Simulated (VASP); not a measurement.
Runs of VASP 6.6.1 on SnO. Symmetry: P4/nmm, No. 129, tetragonal system. The conventional cell has a = 3.814 Å, b = 3.814 Å, c = 4.887 Å, α = 90.00°, β = 90.00°, γ = 90.00°. Around Sn (site symmetry 4mm) lie 4 O at 2.23 Å. O (site symmetry -4m2) is surrounded by 4 Sn at 2.23 Å. The cell is a database's computed one.

```csv
level,potentials or basis,gap on the mesh (eV),pressure (GPa),largest force (eV/Å)
LDA,"VASP PAW LDA potentials, release 64 (Sn_d, O)",0.21,-3.0,(a)
TB-mBJ,"VASP PAW PBE potentials, release 64 (Sn_d, O)",(c),-,-
r2SCAN,"VASP PAW PBE potentials, release 64 (Sn_d, O)",(d),0.1,(b)
PBE,"VASP PAW PBE potentials, release 64 (Sn_d, O)",0.16,3.8,0.46
PBEsol,"VASP PAW PBE potentials, release 64 (Sn_d, O)",0.14,-0.3,0.16
```

Alike in all rows: task band structure; no spin polarisation; cell as given; k mesh 8 × 8 × 6; cutoff (eV) 520; smearing gaussian 0.02 eV.

**Question.** Estimate the missing entries.

**Answer.** (a) 0.13; (b) 0.01; (c) 0.36; (d) 0.29.

Caveats: spin-orbit coupling is left out, which moves the levels of the heavy elements; the PAW data sets were made with another functional, which shifts forces and pressure a little (some runs).

A k mesh can miss the band edges, and the runs leave out spin-orbit coupling on Sn.
